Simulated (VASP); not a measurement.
# Lu (P6_3/mmc) in VASP: further runs, part 2 of 2

VASP 6.6.1.

### Step 5. Single point, PBE

INCAR

```
SYSTEM = Lu
  PREC = Accurate
  ENCUT = 450
  EDIFF = 1E-4
  ISMEAR = 0
  SIGMA = 0.1
  LREAL = .False.
  LASPH = .True.
  NELM = 100
  ALGO = Normal
  ISIF = 2
  LWAVE = .False.
  LCHARG = .False.
  GGA = PE
  ADDGRID = .False.
```

KPOINTS

```
regular mesh
0
Gamma
  11 11 6
  0 0 0
```

POSCAR

```
Lu
1.0
    3.5031000000      0.0000000000      0.0000000000
   -1.7515500000      3.0337735920      0.0000000000
    0.0000000000      0.0000000000      5.5509000000
Lu
2
Direct
    0.6483880000      0.2977880000      0.7516770000
    0.3414390000      0.6668870000      0.2457360000
```

Potentials or basis: VASP PAW PBE potentials, release 64 (Lu_3), 4f in core.

Command:

```sh
> cat potpaw_PBE.64/Lu_3/POTCAR > POTCAR
> mpirun -np 1 vasp_std > vasp.out
```

OUTCAR:

```text
SYSTEM = Lu
   PREC = Accurate
   ENCUT = 450
   EDIFF = 1E-4
   ISMEAR = 0
   LREAL = .False.
   LASPH = .True.
   NELM = 100
   ISIF = 2
   GGA = PE

 Found    364 irreducible k-points:

 Following reciprocal coordinates:
            Coordinates               Weight
  0.000000  0.000000  0.000000      1.000000
  0.090909  0.000000  0.000000      2.000000
  0.000000  0.090909  0.000000      2.000000
 -0.090909  0.090909  0.000000      2.000000
  0.181818  0.000000  0.000000      2.000000
  0.000000  0.181818  0.000000      2.000000
   k-points           NKPTS =    364   k-points in BZ     NKDIM =    364   number of bands    NBANDS=     13
   number of dos      NEDOS =    301   number of ions     NIONS =      2
   total plane-waves  NPLWV =  23040
   dimension x,y,z NGX =    24 NGY =   24 NGZ =   40
   dimension x,y,z NGXF=    48 NGYF=   48 NGZF=   80
   ions per type =               2
   NGX,Y,Z   is equivalent  to a cutoff of  11.39, 11.39, 11.98 a.u.
   NGXF,Y,Z  is equivalent  to a cutoff of  22.78, 22.78, 23.96 a.u.
 SYSTEM =  Lu
   PREC   = accura    normal or accurate (medium, high low for compatibility)
   ISTART =      0    job   : 0-new  1-cont  2-samecut
   ICHARG =      2    charge: 1-file 2-atom 10-const
   ISPIN  =      1    spin polarized calculation?
   LNONCOLLINEAR =      F non collinear calculations
   LSORBIT =      F    spin-orbit coupling
   LASPH  =      T    aspherical Exc in radial PAW
   ENCUT  =  450.0 eV  33.07 Ry    5.75 a.u.   6.06  6.06  9.60*2*pi/ulx,y,z
   NELM   =    100;   NELMIN=  2; NELMDL= -5     # of ELM steps
   EDIFF  = 0.1E-03   stopping-criterion for ELM
   LREAL  =      F    real-space projection
   EDIFFG = 0.1E-02   stopping-criterion for IOM
   NSW    =      0    number of steps for IOM
   IBRION =     -1    ionic relax: 0-MD 1-quasi-New 2-CG
   NFREE  =      0    steps in history (QN), initial steepest desc. (CG)
   ISIF   =      2    stress and relaxation
   ISYM   =      2    0-nonsym 1-usesym 2-fastsym
   POTIM  = 0.5000    time-step for ionic-motion
   TEBEG  =    0.0;   TEEND  =   0.0 temperature during run
   PSTRESS=    0.0 pullay stress
   NELECT =      18.0000    total number of electrons
   NUPDOWN=      -1.0000    fix difference up-down
   EMIN   =  10.00;   EMAX   =-10.00  energy-range for DOS
   EFERMI =   0.00;   METHOD = LEGACY
   ISMEAR =     0;   SIGMA  =   0.10  broadening in eV -4-tet -1-fermi 0-gaus
   EFERMI_NEDOS =   21; number of points for ismear=-14 and -15
   IALGO  =     38    algorithm
   IMIX   =      4    mixing-type and parameters
     AMIX     =   0.40;   BMIX     =  1.00
     AMIX_MAG =   1.60;   BMIX_MAG =  1.00
  volume/ion in A,a.u.               =      29.50       199.05
  Fermi-wavevector in a.u.,A,eV,Ry     =   1.102130  2.082723 16.526853  1.214689
  Thomas-Fermi vector in A             =   2.238568
   LORBIT       =      0    0 simple, 1 ext, 2 COOP (PROOUT), +10 PAW based schemes
   GGA     = PE    functional components
   LHFCALC =     F    Hartree Fock is set to
   AEXX    =    0.0000 exact exchange contribution
   IVDW    =     0    specifies the selected vdW correction
   LEPSILON=     F    determine dielectric tensor
   LRPA    =     F    only Hartree local field effects (RPA)
 non-spin polarized calculation
 Gauss-broadening in eV      SIGMA  =   0.10
  energy-cutoff  :      450.00
  volume of cell :       58.99
 maximum number of plane-waves:      1296
   NGX = 13   NGY = 13   NGZ = 19

 number of electron      18.0000000 magnetization

 Free energy of the ion-electron system (eV)
  ---------------------------------------------------
  ext. energy  EPLUGINS =         0.00000000
  ---------------------------------------------------
  free energy    TOTEN  =        -8.90289773 eV

  energy without entropy =       -8.88646953  energy(sigma->0) =       -8.89468363

 E-fermi :   2.7755     XC(G=0):  -9.9072

 val. band max:        2.7705842996   @ k =   0.0000   0.3636   0.0000
 cond. band min:       2.7808543916   @ k =   0.2727   0.2727   0.5000
 fundamental gap:      0.0102700920
 Fermi energy:         2.7754559523

 k-point     1 :       0.0000    0.0000    0.0000
  band No.  band energies     occupation
      1     -24.2701      2.00000
      2     -23.8680      2.00000
      3     -23.8442      2.00000
      4     -23.7855      2.00000
      5     -23.7754      2.00000
      6     -23.7535      2.00000
      7      -3.2466      2.00000
      8       0.3426      2.00000
      9       3.3268      0.00000
     10       4.9448      0.00000
     11       5.0492      0.00000
     12       5.2068      0.00000
     13       5.7480      0.00000

 k-point     2 :       0.0909    0.0000    0.0000
  band No.  band energies     occupation
      1     -24.2582      2.00000
      2     -23.8817      2.00000
      3     -23.8658      2.00000
      4     -23.8116      2.00000
      5     -23.7806      2.00000
      6     -23.7585      2.00000
      7      -3.0505      2.00000
      8       0.5418      2.00000
      9       3.1838      0.00000
     10       4.5228      0.00000
     11       5.1447      0.00000
     12       5.4374      0.00000
     13       5.6021      0.00000

 k-point     3 :       0.0000    0.0909    0.0000
  band No.  band energies     occupation
      1     -24.2566      2.00000
      2     -23.8936      2.00000
      3     -23.8542      2.00000
      4     -23.8042      2.00000
      5     -23.7880      2.00000
      6     -23.7602      2.00000
      7      -3.0491      2.00000
      8       0.5480      2.00000
      9       3.2038      0.00000
     10       4.4639      0.00000
     11       5.2338      0.00000
     12       5.3463      0.00000
     13       5.8063      0.00000

 k-point     4 :      -0.0909    0.0909    0.0000
  band No.  band energies     occupation
      1     -24.2577      2.00000
      2     -23.8863      2.00000
      3     -23.8611      2.00000
      4     -23.8099      2.00000
      5     -23.7824      2.00000
      6     -23.7590      2.00000
      7      -3.0501      2.00000
      8       0.5437      2.00000
      9       3.1894      0.00000
     10       4.5062      0.00000
     11       5.1707      0.00000
     12       5.4542      0.00000
     13       5.7052      0.00000

 k-point     5 :       0.1818    0.0000    0.0000
  band No.  band energies     occupation
      1     -24.2246      2.00000
      2     -23.9479      2.00000
      3     -23.8947      2.00000
      4     -23.8811      2.00000
      5     -23.7927      2.00000
      6     -23.7734      2.00000
      7      -2.4881      2.00000
      8       1.0768      2.00000
      9       2.8289      0.44972
     10       3.8135      0.00000
     11       4.8158      0.00000
     12       5.5183      0.00000
     13       5.6977      0.00000

 k-point     6 :       0.0000    0.1818    0.0000
  band No.  band energies     occupation
      1     -24.2180      2.00000
      2     -23.9624      2.00000
      3     -23.8795      2.00000
      4     -23.8783      2.00000
      5     -23.7971      2.00000
      6     -23.7803      2.00000
      7      -2.4812      2.00000
      8       1.1073      2.00000
      9       2.9024      0.07253
     10       3.7464      0.00000
     11       4.8356      0.00000
     12       5.2740      0.00000
     13       5.7523      0.00000

 [... further k-points ...]

------------------------ aborting loop because EDIFF is reached ----------------------------------------

  FORCE on cell =-STRESS in cart. coord.  units (eV):
  Direction    XX          YY          ZZ          XY          YZ          ZX
  --------------------------------------------------------------------------------------
  -------------------------------------------------------------------------------------
  Total       -0.0634313      0.1819649     -0.3219479     -0.0383490     -0.0226980     -0.0044246
  in kB       -1.7227214      4.9419596     -8.7437355     -1.0415137     -0.6164522     -0.1201659
  external PRESSURE =      -1.8414991 kB  Pullay stress =       0.0000000 kB

 VOLUME and BASIS-vectors are now :
 -----------------------------------------------------------------------------
  energy-cutoff  :      450.00
  volume of cell :       58.99
      direct lattice vectors                 reciprocal lattice vectors
     3.503100000  0.000000000  0.000000000     0.285461448  0.164811244  0.000000000
    -1.751550000  3.033773592  0.000000000     0.000000000  0.329622488  0.000000000
     0.000000000  0.000000000  5.550900000     0.000000000  0.000000000  0.180150967

 POSITION                                       TOTAL-FORCE (eV/Angst)
 -----------------------------------------------------------------------------------
      1.74978      0.90342      4.17248         0.040897      0.170714     -0.138749
      0.02801      2.02318      1.36406        -0.040897     -0.170714      0.138749
 -----------------------------------------------------------------------------------
    total drift:                                0.000004      0.000007     -0.000000

  FREE ENERGIE OF THE ION-ELECTRON SYSTEM (eV)
  ---------------------------------------------------
  free  energy   TOTEN  =        -8.9028977284 eV

  energy  without entropy=       -8.8864695337  energy(sigma->0) =       -8.89468363
```

OSZICAR:

```text
N       E                     dE             d eps       ncg     rms          rms(c)
DAV:   1     0.410446855518E+02    0.41045E+02   -0.82970E+03 17281   0.139E+03
DAV:   2    -0.665773754060E+01   -0.47702E+02   -0.46504E+02 16125   0.680E+02
DAV:   3    -0.880899807487E+01   -0.21513E+01   -0.20252E+01 16605   0.611E+01
DAV:   4    -0.890705065324E+01   -0.98053E-01   -0.94526E-01 17464   0.102E+01
DAV:   5    -0.891120897335E+01   -0.41583E-02   -0.41348E-02 16077   0.189E+00    0.251E+01
DAV:   6    -0.889660152474E+01    0.14607E-01   -0.41173E-02 16447   0.494E+00    0.149E+01
DAV:   7    -0.890299719596E+01   -0.63957E-02   -0.67308E-02 15425   0.569E+00    0.388E-01
DAV:   8    -0.890298881114E+01    0.83848E-05   -0.40462E-03 15782   0.968E-01    0.171E-01
DAV:   9    -0.890289772836E+01    0.91083E-04   -0.63220E-04 15150   0.413E-01
   1 F= -.89028977E+01 E0= -.88946836E+01  d E =-.164282E-01
```

Run time: 54 s. Hardware: 1 thread of Intel Xeon 6975P-C (Granite Rapids), shared host; peak memory 0.32 GiB.

The run converged, but some of its settings lie outside the range that counts as converged, so its numbers aren't taken as properties of the crystal.

What came out:

| Property | Result |
| --- | --- |
| Free energy | -8.9029 eV |
| Pressure | -0.2 GPa |
| Largest force | 0.224 eV/Å |
| Band gap on the k mesh | none (metal or under the smearing width) |

### Step 6. Single point, PBE

INCAR, as its differences from that of step 5:

```diff
@@ -3,3 +3,3 @@
   ENCUT = 450
-  EDIFF = 1E-4
+  EDIFF = 1E-5
   ISMEAR = 0
```

KPOINTS is that of step 5.

POSCAR

```
Lu
1.0
    3.5031000000      0.0000000000      0.0000000000
   -1.7515500000      3.0337735920      0.0000000000
    0.0000000000      0.0000000000      5.5509000000
Lu
2
Direct
    0.6666666667      0.3333333333      0.7500000000
    0.3333333333      0.6666666667      0.2500000000
```

Potentials or basis: VASP PAW PBE potentials, release 64 (Lu_3), 4f in core.

Command:

```sh
> cat potpaw_PBE.64/Lu_3/POTCAR > POTCAR
> mpirun -np 1 vasp_std > vasp.out
```

Wall time 12 s (1 thread of Intel Xeon 6975P-C (Granite Rapids), shared host); peak memory 0.18 GiB.

These settings aren't checked as converged: the numbers below hold their error.

What came out:

```yaml
Free_energy: -8.9151 eV
Pressure: -0.2 GPa
Band_gap_on_the_k_mesh: none (metal or under the smearing width)
```
